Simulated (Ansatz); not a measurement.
# Pt (dhcp): energy against volume

All numbers below come from DFT, RPBE, plane waves (420 eV) with PAW, scalar-relativistic (Ansatz 0.2.0). (PAW data from PBE, frozen cores regenerated.)

The cell is scaled uniformly from the relaxed one, with fractional coordinates and shape fixed. Energies are extrapolated to zero smearing, pressures are those at the given smearing. Magnetic state: spin not included.

A Birch-Murnaghan fit gives V₀ = 15.96 Å³/atom, B₀ = 227 GPa, B₀′ = 5.5.

Task: What are the energy above the minimum and the pressure at 14.071 Å³/atom?

Result: 208.0 meV/atom and 40.84 GPa as computed.

Task: What are the energy above the minimum and the pressure at 14.710 Å³/atom?

Result: 82.6 meV/atom and 23.57 GPa as computed.

Task: What are the energy above the minimum and the pressure at 17.908 Å³/atom?

Result: 131.7 meV/atom and -18.65 GPa as computed.
